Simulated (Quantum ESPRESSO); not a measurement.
Runs of Quantum ESPRESSO 7.5 on CdTe. The structure is cubic, space group F-43m (No. 216). The conventional cell has a = 6.410 Å, b = 6.410 Å, c = 6.410 Å, α = 90.00°, β = 90.00°, γ = 90.00°. Te (site symmetry -43m) has 4 Cd at 2.78 Å as nearest neighbours. Around Cd (site symmetry -43m) lie 4 Te at 2.78 Å. 

| task | level | potentials or basis | cell | k mesh | form of the LDA correlation | pressure (GPa) |
| --- | --- | --- | --- | --- | --- | --- |
| phonons | LDA | GBRV 1.5 LDA | relaxed to 5 GPa | 6 × 6 × 6, shifted | PZ81 | 5.1 |
| phonons | LDA | GBRV 1.5 LDA | relaxed | 4 × 4 × 4, shifted | PZ81 | 0.0 |
| dielectric tensor | WC | GBRV 1.5 PBE | as given | 6 × 6 × 6, shifted | - | 2.1 |
| dielectric tensor | PBEsol | GBRV 1.5 PBEsol | as given | 6 × 6 × 6, shifted | - | 2.0 |
| dielectric tensor | BLYP | GBRV 1.5 PBE | as given | 6 × 6 × 6, shifted | - | (a) |

Alike in all rows: no spin polarisation; cutoff (eV) 612; smearing fermi-dirac 0.05 eV.

Fill in the values left out.

(a) 7.3.

Caveats: the cell is more than 3 GPa from zero pressure, which shifts response properties (some runs); the potentials were made for another functional, which shifts forces and pressure (some runs).

Runs at the PBE level aren't shown here.
